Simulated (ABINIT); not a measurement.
Au, 1 atom in the cell. The structure is cubic, space group Fm-3m (No. 225). The conventional cell has a = 4.070 Å, b = 4.070 Å, c = 4.070 Å, α = 90.00°, β = 90.00°, γ = 90.00°. Au (site symmetry m-3m) has 12 Au at 2.88 Å as nearest neighbours. 

| Quantity | Value |
| --- | --- |
| Program | ABINIT 10.8.3 (patched build) |
| Task | equation of state |
| Functional | PBE |
| Potentials or basis | JTH PAW PBE v2.0 |
| Cutoff | 544 eV |
| k mesh | 11 × 11 × 11 |
| Occupations | fermi-dirac, width 0.05 eV |
| Spin | no spin polarisation |
| Fine-grid cutoff | 1088.46 eV |
| Exchange and correlation inside the PAW spheres | full angular mesh (pawxcdev 0, this build's default; the released program takes 1) |

Potentials or basis: JTH PAW PBE v2.0.

Run with:

```bash
$ abinit run.abi > log 2>&1
```

Hardware: 1 thread of Arm Neoverse V2 (shared host).

Q: Estimate the wall time of this run.

A: Wall time 64 s on 1 thread of Arm Neoverse V2, on a shared host, peak memory 0.13 GiB. Counts: scf iterations 96, k points 56, bands 10, plane waves 470.
